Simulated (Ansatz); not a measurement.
# GaAs (F-43m): the equilibrium volume

Aim: the volume at which the pressure of GaAs (F-43m) vanishes.

Method: DFT PBE, scalar-relativistic, plane waves, PAW, in Ansatz 0.2.0.

**1. The starting structure**

It takes space group F-43m (No. 216, cubic). The conventional cell has a = 5.750 Å, b = 5.750 Å, c = 5.750 Å, α = 90.00°, β = 90.00°, γ = 90.00°. Ga (site symmetry -43m) has 4 As at 2.49 Å as nearest neighbours. As (site symmetry -43m) is surrounded by 4 Ga at 2.49 Å.

Structure file:

```
Ga As
1.0
     0.00000    2.87509    2.87509
     2.87509    0.00000    2.87509
     2.87509    2.87509    0.00000
Ga As
1 1
Direct
  0.00000 0.00000 0.00000
  0.25000 0.25000 0.25000
```

**2. The first run (PBE, 6×6×6 mesh)**

Contents of input.yaml:

```yaml
crystal:
  lattice:
    - [0.0, 2.8750910496, 2.8750910496]
    - [2.8750910496, 0.0, 2.8750910496]
    - [2.8750910496, 2.8750910496, 0.0]
  atoms:
    - { symbol: Ga, position: [0.0, 0.0, 0.0] }
    - { symbol: As, position: [0.25, 0.25, 0.25] }
basis:
  ecutwfc: 420
kpoints:
  mp_grid: { grid: [6, 6, 6] }
hamiltonian:
  xc: pbe
scf:
  occupations: { method: gaussian, width: 0.1 }
output:
  forces: true
  stress: true
  eigenvalues: true
```

Launch:

```
$ ansatz run input.yaml --threads 8 --pin off --max-ram 16384MiB --backend cpu --events-out ev --progress --plain --runs-dir out
```

Output:

```text
Warning: RAYON_NUM_THREADS=8 ignored (pool sized by the plan → 8); use --threads N
Engine: ansatz 0.2.0, aarch64-unknown-linux-gnu
Pseudopotentials: kind: paw
Pseudopotential: Ga, paw, valence charge 13, recommended cutoff 420 eV (normal), Ga.paw.azcp
Pseudopotential: As, paw, valence charge 15, recommended cutoff 420 eV (normal), As.paw.azcp
Functional definition: PBE
  parameter kappa = 0.804
  parameter beta = 0.06672455060314922
  exchange = pbe_x(kappa = kappa, mu = beta*pi^2/3)
  correlation = pbe_c(beta = beta)
Crystal: 2 atoms, lattice volume = 47.532 Å³
Basis set: ecut = 420 eV, 941 PW (Γ), exchange–correlation on 60×60×60 points (8 copies of the dense FFT grid, shifted against one another)
Bands: 18, of which v1, the nominal top of the filled ones, is band 14 counted from 1 (13 counted from 0)
Symmetry: 24 space group operations
Space group: F-43m (ITA 216), of the structure as read, at distance tolerance 3.6e-5 Å
k-points: 16 of 216 (time reversal used)
Non-local potential: Ga, projectors of the file, l = 0: 2, l = 1: 2, l = 2: 3, l = 3: 1
Non-local potential: As, projectors of the file, l = 0: 2, l = 1: 2, l = 2: 3, l = 3: 1
PAW form: soft (Blöchl's): semilocal exchange-correlation on the pseudo side does not see the compensation charge
PAW one-centre angular grid: Ga, 590 points (default); XC on 64 Gauss nodes
PAW one-centre angular grid: As, 590 points (default); XC on 64 Gauss nodes
Initial density: superposition of atomic densities (neutral atoms: chi_scale 0, normalization atom), corrected by the library's trained network
Initial wavefunctions: pseudopotential atomic-orbital guess
Functional: x = pbe(κ = 0.804, μ = 0.2195149727645171), c = pbe(β = 0.06672455060314922)
SCF iter   1: F=—  HF=-8639.836334 eV  |F-HF|=—  |Δ(HF+E_count)|=         —  Δρ=1.54e-3  dr2=1.84e-3  ethr=1.77e-3  ⟨swp⟩=5.6  Hψ=1345  notcnv=0
preconditioner: auto → none  [insulator: Δε(μ)=0.132 eV  Ē_g=15.249 eV  σ=0.100 eV  W_gap=0.62  n_scr=14 (ndim 8)  ℏωp=22.9 eV  f_vac=0.105  D(μ)=0.11/eV (n_scr^D=0)  ε∞_Penn≈3.2]
SCF iter   2: F=—  HF=-8639.835510 eV  |F-HF|=—  |Δ(HF+E_count)|=   8.24e-4  Δρ=7.18e-4  dr2=2.69e-4  ethr=6.59e-6  ⟨swp⟩=2.0  Hψ=561  notcnv=0
SCF iter   3: F=—  HF=-8639.835443 eV  |F-HF|=—  |Δ(HF+E_count)|=   6.72e-5  Δρ=2.40e-4  dr2=3.47e-5  ethr=9.60e-7  ⟨swp⟩=2.0  Hψ=433  notcnv=0
SCF iter   4: F=—  HF=-8639.835461 eV  |F-HF|=—  |Δ(HF+E_count)|=   1.86e-5  Δρ=1.22e-4  dr2=1.02e-5  ethr=1.24e-7  ⟨swp⟩=2.9  Hψ=446  notcnv=0
SCF iter   5: F=—  HF=-8639.835468 eV  |F-HF|=—  |Δ(HF+E_count)|=   6.64e-6  Δρ=3.82e-5  dr2=7.28e-7  ethr=3.64e-8  ⟨swp⟩=2.0  Hψ=353  notcnv=0
SCF iter   6: F=-8639.835468 eV  HF=-8639.835468 eV  |F-HF|=1.18e-9  |Δ(HF+E_count)|=   5.28e-7  Δρ=4.93e-6  dr2=1.91e-8  ethr=3.57e-10  ⟨swp⟩=3.1  Hψ=1232  notcnv=0
SCF 1 converged in 6 iterations: F = -8639.835468 eV  dr2 = 1.91e-8
SCF converged after 6 iterations
Free energy (F): -8639.835468 eV
Harris-Foulkes:  -8639.835468 eV  (|F-HF|=1.18e-9)
Internal energy: -8639.834938 eV  (E = F + TS)
E sigma→0 (E₀):  -8639.835203 eV
Entropy (-TS):   -0.000530 eV (-0.265 meV/atom)
Fermi energy:    7.614365 eV
--- Per-component energies (eV) ---
  E_band       = -327.960276
  E_kinetic    = 218.189595
  E_local      = -3989.321678  (includes V_loc(G=0)·N_el)
  E_nonlocal   = -245.671672
  E_hartree    = 2002.765162
  E_xc         = -147.773402
  E_vxc        = -136.557685  (∫ρ·V_xc dr)
  E_paw        = -3824.576909  (= ΣΔE_a)
  E_vpaw       = -180.131793  (= ΣTr[D̂ρ^β])
  E_aug_tail   = -0.000105  (compensation charges beyond the density's cutoff)
  E_ewald      = -2653.445930
  E_smearing   = -0.000530  (= −TS)
  E_closure    = -0.000000  (closes the sum)
  Σ components = -8639.835468   (vs F -8639.835468, Δ=0.00e0)
--- Forces (eV/Å), atoms counted from 1 ---
  atom   1  Ga     0.00000000     0.00000000     0.00000000
  atom   2  As    -0.00000000     0.00000000     0.00000000
  max |Σ_I F_I| component: 2.04e-16 eV/Å
--- Stress (GPa, compression-positive) ---
       -0.142413       0.000000      -0.000000
        0.000000      -0.142413       0.000000
       -0.000000       0.000000      -0.142413
  P = ⅓ Tr σ = -0.1424 GPa (-1.424 kbar)
--- Band table (eV; the first three rows and the last of 16) ---
  k-point 0: bands = ["-27.5543", "-27.5543", "-27.5543", "-27.5464", "-27.5464", "-7.1924", "-7.1924", "-7.1924", "-7.1255", "-7.1255", "-4.8563", "7.5190", "7.5190", "7.5190", "7.6586", "11.2368", "11.2368", "11.2368"]
  k-point 1: bands = ["-27.5543", "-27.5542", "-27.5542", "-27.5463", "-27.5463", "-7.2103", "-7.1874", "-7.1874", "-7.1256", "-7.1256", "-4.5594", "4.8162", "7.1671", "7.1671", "8.9438", "11.7515", "11.7515", "12.0484"]
  k-point 2: bands = ["-27.5542", "-27.5538", "-27.5538", "-27.5462", "-27.5462", "-7.2426", "-7.1791", "-7.1791", "-7.1241", "-7.1241", "-3.7983", "2.3133", "6.6551", "6.6551", "8.5885", "12.1766", "12.1766", "14.5127"]
  k-point 15: bands = ["-27.5545", "-27.5534", "-27.5529", "-27.5465", "-27.5458", "-7.2780", "-7.1621", "-7.1544", "-7.1376", "-7.1197", "-2.5360", "1.0537", "4.3954", "4.5387", "10.7945", "10.8768", "14.4292", "14.7508"]
```

Wall time 1 s (8 threads of Arm Neoverse V1, shared host); peak memory 0.36 GiB.

Read off: volume 23.766 Å³/atom, pressure -0.14 GPa, mesh gap 0.14 eV.

**3. Relaxing cell and atoms**

input.yaml, as its differences from that of step 2:

```diff
@@ -11,3 +11,3 @@
 kpoints:
-  mp_grid: { grid: [6, 6, 6] }
+  mp_grid: { grid: [10, 10, 10] }
 hamiltonian:
@@ -15,3 +15,3 @@
 scf:
-  occupations: { method: gaussian, width: 0.1 }
+  occupations: { method: gaussian, width: 0.05 }
 output:
@@ -20 +20,10 @@
   eigenvalues: true
+  write_density: true
+  write_potential: true
+  elf: true
+  volumetric_format: npy
+relax:
+  adjacent_minimum: "off"
+  f_tol: 0.005
+  max_steps: 80
+  cell: { stress_tol: 0.05 }
```

Launch:

```
$ ansatz run input.yaml --threads 8 --pin off --max-ram 16384MiB --backend cpu --events-out ev --progress --plain --runs-dir out
```

Output:

```text
Warning: RAYON_NUM_THREADS=8 ignored (pool sized by the plan → 8); use --threads N
[... 9 set-up lines as earlier in the session ...]
Crystal: 2 atoms, lattice volume = 47.532 Å³
Basis set: ecut = 420 eV, 941 PW (Γ), exchange–correlation on 60×60×60 points (8 copies of the dense FFT grid, shifted against one another)
Bands: 18, of which v1, the nominal top of the filled ones, is band 14 counted from 1 (13 counted from 0)
[... 2 set-up lines as earlier in the session ...]
k-points: 47 of 1000 (time reversal used)
[... 8 set-up lines as earlier in the session ...]
SCF iter   1: F=—  HF=-8639.860717 eV  |F-HF|=—  |Δ(HF+E_count)|=         —  Δρ=1.88e-3  dr2=3.02e-3  ethr=1.77e-3  ⟨swp⟩=5.8  Hψ=4088  notcnv=0
preconditioner: auto → none  [insulator: Δε(μ)=0.132 eV  Ē_g=15.250 eV  σ=0.050 eV  W_gap=0.93  n_scr=14 (ndim 8)  ℏωp=22.9 eV  f_vac=0.105  D(μ)=0.01/eV (n_scr^D=0)  ε∞_Penn≈3.2]
SCF iter   2: F=—  HF=-8639.859590 eV  |F-HF|=—  |Δ(HF+E_count)|=   1.13e-3  Δρ=8.81e-4  dr2=3.81e-4  ethr=1.08e-5  ⟨swp⟩=2.0  Hψ=1733  notcnv=0
SCF iter   3: F=—  HF=-8639.859514 eV  |F-HF|=—  |Δ(HF+E_count)|=   7.62e-5  Δρ=2.97e-4  dr2=5.29e-5  ethr=1.36e-6  ⟨swp⟩=2.0  Hψ=1269  notcnv=0
SCF iter   4: F=—  HF=-8639.859536 eV  |F-HF|=—  |Δ(HF+E_count)|=   2.22e-5  Δρ=1.35e-4  dr2=1.19e-5  ethr=1.89e-7  ⟨swp⟩=2.0  Hψ=1214  notcnv=0
SCF iter   5: F=—  HF=-8639.859544 eV  |F-HF|=—  |Δ(HF+E_count)|=   7.82e-6  Δρ=3.27e-5  dr2=5.48e-7  ethr=4.26e-8  ⟨swp⟩=2.0  Hψ=1034  notcnv=0
SCF iter   6: F=-8639.859544 eV  HF=-8639.859544 eV  |F-HF|=9.55e-9  |Δ(HF+E_count)|=   6.55e-7  Δρ=4.88e-6  dr2=1.32e-8  ethr=3.57e-10  ⟨swp⟩=9.3  Hψ=6163  notcnv=0
SCF 1 converged in 6 iterations: F = -8639.859544 eV  dr2 = 1.32e-8
  Residual-converged pass: ⟨swp⟩=1.0  Hψ=1035  notcnv=0  max |occ|·‖R‖ = 7.0e-9 eV (tolerance 1.0e-8 eV)  dr2=1.32e-8  dr2_onsite=2.11e-8  max |Δocc| = 9.2e-11
relax step   1: F+E_penalty+E_count = -8639.85954428 eV  Δ(F+E_penalty+E_count) = +0.000e0 eV  max|allowed force component| = 1.295e-16 eV/Å  Δτ_max = 0.0000 Å  P = -0.158 GPa  Ω = 47.532 Å³  (6 SCF iters, dr2 threshold 1.00e-7 eV, accepted)
Crystal: 2 atoms, lattice volume = 47.428 Å³
Initial density: handed on by an earlier stage of this run
Initial wavefunctions: those handed on with the density
iter 1 solved again at ethr=1.29e-8 eV; its pass at ethr=3.10e-3 eV (dr2=3.60e-6 eV) is discarded
SCF iter   1: F=—  HF=-8639.859624 eV  |F-HF|=—  |Δ(HF+E_count)|=         —  Δρ=7.86e-5  dr2=3.41e-6  ethr=1.29e-8  ⟨swp⟩=2.0  Hψ=4610  notcnv=0
preconditioner: auto → none  [insulator: Δε(μ)=0.158 eV  Ē_g=15.248 eV  σ=0.050 eV  W_gap=0.97  n_scr=14 (ndim 8)  ℏωp=22.9 eV  f_vac=0.094  D(μ)=0.01/eV (n_scr^D=0)  ε∞_Penn≈3.3]
SCF iter   2: F=—  HF=-8639.859625 eV  |F-HF|=—  |Δ(HF+E_count)|=   5.31e-7  Δρ=3.70e-5  dr2=6.50e-7  ethr=1.22e-8  ⟨swp⟩=1.0  Hψ=846  notcnv=0
SCF iter   3: F=-8639.859625 eV  HF=-8639.859625 eV  |F-HF|=2.67e-8  |Δ(HF+E_count)|=   1.42e-7  Δρ=6.24e-6  dr2=2.62e-8  ethr=2.23e-10  ⟨swp⟩=5.9  Hψ=5111  notcnv=0
SCF 2 converged in 3 iterations: F = -8639.859625 eV  dr2 = 2.62e-8
relax step   2: F+E_penalty+E_count = -8639.85962513 eV  Δ(F+E_penalty+E_count) = -8.085e-5 eV  max|allowed force component| = 3.694e-17 eV/Å  Δτ_max = 0.0000 Å  P = -0.026 GPa  Ω = 47.428 Å³  energy of the carried Pulay correction = +2.099e-5 eV  (3 SCF iters, dr2 threshold 6.24e-8 eV, accepted)
Initial wavefunctions: pseudopotential atomic-orbital guess (no wavefunctions were taken with the density)
iter 1 solved again at ethr=2.36e-7 eV; its pass at ethr=3.10e-3 eV (dr2=6.60e-5 eV) is discarded
SCF iter   1: F=—  HF=-8639.859607 eV  |F-HF|=—  |Δ(HF+E_count)|=         —  Δρ=6.05e-6  dr2=2.80e-8  ethr=2.36e-7  ⟨swp⟩=2.7  Hψ=5857  notcnv=0
eigensolver tolerance schedule: the retry pair's looser diagonalisation over-reported the residual by 2359.17 of it (diagonalisation noise at 0.22 of the residual, at the tolerance the schedule requests for it); recorded, not acted on — ethr = c·dr2/N_el stays at c = 1.0e-1
preconditioner: auto → none  [insulator: Δε(μ)=0.158 eV  Ē_g=15.248 eV  σ=0.050 eV  W_gap=0.97  n_scr=14 (ndim 8)  ℏωp=22.9 eV  f_vac=0.095  D(μ)=0.01/eV (n_scr^D=0)  ε∞_Penn≈3.3]
SCF iter   2: F=—  HF=-8639.859606 eV  |F-HF|=—  |Δ(HF+E_count)|=   1.47e-6  Δρ=3.00e-6  dr2=3.45e-9  ethr=9.98e-11  ⟨swp⟩=2.2  Hψ=1517  notcnv=0
SCF iter   3: F=—  HF=-8639.859606 eV  |F-HF|=—  |Δ(HF+E_count)|=  6.86e-10  Δρ=1.64e-6  dr2=9.56e-10  ethr=1.23e-11  ⟨swp⟩=2.0  Hψ=1504  notcnv=0
SCF iter   4: F=—  HF=-8639.859606 eV  |F-HF|=—  |Δ(HF+E_count)|=  8.11e-10  Δρ=6.41e-7  dr2=1.53e-10  ethr=3.41e-12  ⟨swp⟩=2.0  Hψ=1270  notcnv=0
SCF iter   5: F=-8639.859606 eV  HF=-8639.859606 eV  |F-HF|=1.46e-11  |Δ(HF+E_count)|=  9.09e-12  Δρ=1.33e-7  dr2=7.42e-12  ethr=1.00e-12  ⟨swp⟩=4.0  Hψ=4138  notcnv=0
SCF 3 converged in 5 iterations: F = -8639.859606 eV  dr2 = 7.42e-12
relax step   3: F+E_penalty+E_count = -8639.85960597 eV  Δ(F+E_penalty+E_count) = +1.916e-5 eV  max|allowed force component| = 3.643e-17 eV/Å  Δτ_max = 0.0000 Å  P = -0.026 GPa  Ω = 47.428 Å³  stress off target by 2.60e-2 GPa  SCF on the basis re-selected at this cell (its energy is not comparable with the rows above)  (5 SCF iters)
basis re-selected at this cell: Δ(F+E_penalty+E_count) = +1.916e-5 eV, ΔP = -0.000 GPa vs the last step (what re-selecting the basis moved, of the pressure what is left beyond the Pulay correction that the steps carried, after the strain that the cell walked since its last selection, with what the two solves' SCF thresholds leave and, on support functions, any second-order correction that the steps lacked; it is no measure of the basis error at this ecutwfc). This SCF's stress stands 2.60e-2 GPa from its target on what of the cell is left free (relax.cell.stress_tol is 5.00e-2 GPa) and its largest allowed force component is 3.64e-17 eV/Å (relax.f_tol is 5.00e-3 eV/Å): within both
SCF converged after 5 iterations
Free energy (F): -8639.859606 eV
Harris-Foulkes:  -8639.859606 eV  (|F-HF|=1.46e-11)
Internal energy: -8639.859598 eV  (E = F + TS)
E sigma→0 (E₀):  -8639.859602 eV
Entropy (-TS):   -0.000008 eV (-0.004 meV/atom)
Fermi energy:    7.624776 eV
--- Per-component energies (eV) ---
  E_band       = -327.526436
  E_kinetic    = 218.175865
  E_local      = -3985.821194  (includes V_loc(G=0)·N_el)
  E_nonlocal   = -245.767770
  E_hartree    = 2001.188543
  E_xc         = -147.826960
  E_vxc        = -136.620640  (∫ρ·V_xc dr)
  E_paw        = -3824.422248  (= ΣΔE_a)
  E_vpaw       = -179.869624  (= ΣTr[D̂ρ^β])
  E_aug_tail   = -0.000108  (compensation charges beyond the density's cutoff)
  E_ewald      = -2655.385727
  E_smearing   = -0.000008  (= −TS)
  E_closure    = 0.000000  (closes the sum)
  Σ components = -8639.859606   (vs F -8639.859606, Δ=0.00e0)
--- Forces (eV/Å), atoms counted from 1 ---
  atom   1  Ga     0.00000000    -0.00000000    -0.00000000
  atom   2  As    -0.00000000     0.00000000     0.00000000
  max |Σ_I F_I| component: 5.77e-17 eV/Å
--- Stress (GPa, compression-positive) ---
       -0.026037       0.000000      -0.000000
        0.000000      -0.026037       0.000000
        0.000000       0.000000      -0.026037
  P = ⅓ Tr σ = -0.0260 GPa (-0.260 kbar)
--- Band table (eV; the first three rows and the last of 47) ---
  k-point 0: bands = ["-27.5483", "-27.5483", "-27.5483", "-27.5403", "-27.5403", "-7.1642", "-7.1642", "-7.1642", "-7.0966", "-7.0966", "-4.8514", "7.5382", "7.5382", "7.5382", "7.6964", "11.2636", "11.2636", "11.2636"]
  k-point 1: bands = ["-27.5483", "-27.5483", "-27.5483", "-27.5403", "-27.5403", "-7.1714", "-7.1622", "-7.1622", "-7.0967", "-7.0967", "-4.7421", "5.9725", "7.3918", "7.3918", "8.7729", "11.4704", "11.4842", "11.4842"]
  k-point 2: bands = ["-27.5483", "-27.5481", "-27.5481", "-27.5402", "-27.5402", "-7.1890", "-7.1574", "-7.1574", "-7.0966", "-7.0966", "-4.4285", "4.2847", "7.0727", "7.0727", "8.9462", "11.9228", "11.9228", "12.5155"]
  k-point 46: bands = ["-27.5483", "-27.5476", "-27.5469", "-27.5404", "-27.5398", "-7.2491", "-7.1361", "-7.1262", "-7.1068", "-7.0921", "-2.5170", "1.0977", "4.2972", "4.4704", "11.4351", "11.4395", "13.6884", "14.1272"]
--- Relaxed structure (2 steps of the walk, 2 accepted, 1 SCFs on fresh bases) ---
  F+E_penalty+E_count = -8639.85960597 eV   max|allowed force component| = 3.643e-17 eV/Å   (the final SCF, on the basis selected at the relaxed cell)
  cell:  # Å, volume = 47.4278 Å³
    - [5.095372032895589e-34, 2.8729907546634372, 2.8729907546634372]
    - [2.8729907546634372, 3.668667863684825e-33, 2.8729907546634372]
    - [2.8729907546634372, 2.8729907546634372, 2.496732296118839e-33]
  atoms:
    - { symbol: Ga, position: [-6.419563177409228e-34, 5.972984869415543e-34, 6.53120775440765e-34] }
    - { symbol: As, position: [0.24999999999999997, 0.24999999999999997, 0.24999999999999997] }
```

It took 2.5 s on 8 threads of Arm Neoverse V1, shared host; peak memory 0.45 GiB.

Relaxation path:

```tsv
step	energy from step 1 (meV/atom)	largest force component (eV/Å)	pressure (GPa)	volume (Å³/atom)
1	0.0	0.000	-0.16	23.766
2	0.0	0.000	-0.03	23.714
3	0.0	0.000	-0.03	23.714
```

Step 1 is the start. Step 3 repeats the geometry before it on a plane-wave basis chosen anew for the final cell, which leaves the energy as it was. The run keeps the 24 symmetry operations that it found, so it can't reach a distortion that breaks them.

This gives: volume 23.714 Å³/atom, pressure -0.03 GPa, mesh gap 0.16 eV.

**4. What came out**

| quantity | value |
| --- | --- |
| volume | 23.714 Å³/atom |
| pressure | -0.03 GPa |
| conventional cell | a = 5.746 Å, b = 5.746 Å, c = 5.746 Å, α = 90.00°, β = 90.00°, γ = 90.00° |
| gap on the mesh | 0.16 eV |

What this shows: The volume stayed near 23.71 Å³/atom, where the pressure is zero within 0.03 GPa.
